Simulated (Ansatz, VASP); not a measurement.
Re: VASP beside Ansatz

```
Re
1.0
     4.40960    0.00000    0.00000
    -2.20480    3.81883    0.00000
     0.00000    0.00000    2.45448
Re
2
Direct
  0.33333 0.66667 0.00000
  0.66667 0.33333 0.00000
```

Alike in both runs: functional PBE; k mesh 12 × 12 × 22; occupations gaussian, width 0.1 eV; no spin polarisation.

Ansatz relaxed the structure, and its values are those at the end. VASP's run is a single point on that final structure, the one shown.

```csv
,VASP,Ansatz
version,VASP 6.6.1,Ansatz 0.2.0
potentials or method,"VASP PAW PBE potentials, release 64 (Re)","scalar-relativistic, plane waves, PAW"
plane-wave cutoff (eV),520,420
valence electrons in the cell,14,30
```

VASP gave:

```
gap on the k mesh at the Fermi level (eV) : none
pressure (GPa)                            : -1.4
```

Estimate Ansatz's values.

gap on the k mesh at the Fermi level (eV): none; pressure (GPa): 0.0.

A gap of «none» marks a metal or a gap that the smearing closes. The two sets of potentials don't hold the same shells in valence.

The runs have no spin-orbit coupling, so splittings on Re are missing.
